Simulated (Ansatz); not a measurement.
Debugging a point defect in a supercell of Al, space group Fm-3m (Ansatz 0.2.0, Python API).

`defect.py`:
```python
"""Point defect (vacancy) in Al."""

import ansatz as az
from ase import Atoms
import numpy as np


def main() -> None:
    atoms = Atoms(
        ["Al"],
        scaled_positions=[
            [0.0, 0.0, 0.0],
        ],
        cell=[
            [0.0, 2.02481, 2.02481],
            [2.02481, 0.0, 2.02481],
            [2.02481, 2.02481, 0.0],
        ],
        pbc=True,
    )
    cell = az.Crystal.from_ase(atoms)
    host = cell.supercell(3, 2, 2)
    defective = host.vacancy("Al", at=[0.0, 0.0, 0.0])

    def prepare(structure):
        return (
            structure.calculation()
            .functional("PBE")
            .pseudopotentials("paw")
            .basis(470)
            .kpoints(1, 1, 1)
            .occupations(az.OccupationsMethod.COLD)
            .scf(max_iterations=85)
            .band_table()
        )


    perfect = prepare(host).run(threads=1, pin="off").report
    base = prepare(defective).forces()
    out = base.run(threads=1, pin="off")
    data = out.report

    n_host, n_defect = len(perfect["lattice"]["sites"]), len(data["lattice"]["sites"])
    print(f"perfect cell: {n_host} atoms, F = {perfect['free_energy_ev']:.4f} eV")
    print(f"defect cell:  {n_defect} atoms, F = {data['free_energy_ev']:.4f} eV")
    print(f"vacancy formation energy {data['free_energy_ev'] - perfect['free_energy_ev'] * n_defect / n_host:.3f} eV")

    for site in out.lattice.sites:
        print(f"{site.symbol:2s}", " ".join(f"{v:8.4f}" for v in site.position_ang))

    pull = np.linalg.norm(data["forces_ev_ang"], axis=1)
    for atom in np.argsort(-pull)[:5]:
        print(f"force on {out.lattice.sites[atom].symbol}{atom}: {pull[atom]:.3f} eV/A")


if __name__ == "__main__":
    main()
```

```console
$ python defect.py
perfect cell: 12 atoms, F = -6455.9483 eV
defect cell:  11 atoms, F = -5917.4036 eV
vacancy formation energy 0.549 eV
Al   2.0248   2.0248   0.0000
Al   2.0248   0.0000   2.0248
Al   4.0496   2.0248   2.0248
Al   0.0000   2.0248   2.0248
Al   2.0248   4.0496   2.0248
Al   2.0248   2.0248   4.0496
Al   4.0496   4.0496   4.0496
Al   0.0000   4.0496   4.0496
Al   2.0248   6.0744   4.0496
Al   2.0248   4.0496   6.0744
Al   4.0496   6.0744   6.0744
force on Al3: 1.311 eV/A
force on Al7: 1.311 eV/A
force on Al9: 1.155 eV/A
force on Al5: 1.155 eV/A
force on Al8: 1.155 eV/A
```

No error stopped it. What is wrong with the input all the same?

The fault: a single k-point is too coarse for this small cell. Mended:

```diff
--- before
+++ after
@@ -30,3 +30,3 @@
             .basis(470)
-            .kpoints(1, 1, 1)
+            .kpoints(2, 3, 3)
             .occupations(az.OccupationsMethod.COLD)
```

With that change:

Output of `python defect.py`:
```text
perfect cell: 12 atoms, F = -6450.8207 eV
defect cell:  11 atoms, F = -5912.2245 eV
vacancy formation energy 1.028 eV
Al   2.0248   2.0248   0.0000
Al   2.0248   0.0000   2.0248
Al   4.0496   2.0248   2.0248
Al   0.0000   2.0248   2.0248
Al   2.0248   4.0496   2.0248
Al   2.0248   2.0248   4.0496
Al   4.0496   4.0496   4.0496
Al   0.0000   4.0496   4.0496
Al   2.0248   6.0744   4.0496
Al   2.0248   4.0496   6.0744
Al   4.0496   6.0744   6.0744
force on Al4: 0.320 eV/A
force on Al5: 0.320 eV/A
force on Al8: 0.320 eV/A
force on Al9: 0.320 eV/A
force on Al3: 0.225 eV/A
```

Reading the output:
- Total energies depend on the potentials; only differences at equal settings carry meaning. A total without «per atom» is that of the cell as typed.
- For a metal this k-point mesh is coarse: on a finer one energies can move by several to tens of meV an atom and pressures by half a GPa or more, differences at one mesh by less.
- The atoms stand at ideal sites; relaxing them can change energy and levels by an eV or more.
- Errors of mesh and smearing per atom add up over the supercell, so the energy can be off by tenths of an eV.
- The supercell is small, so the defect meets its images and the energies aren't those of an isolated defect; a partly filled defect level may also lower its energy by spin or distortion. For a charged cell the difference holds no correction, alignment or term for the electrons' reservoir.
- Timing: 6.4 s on 1 thread of Arm Neoverse V2, on a shared host, peak memory 0.49 GiB.
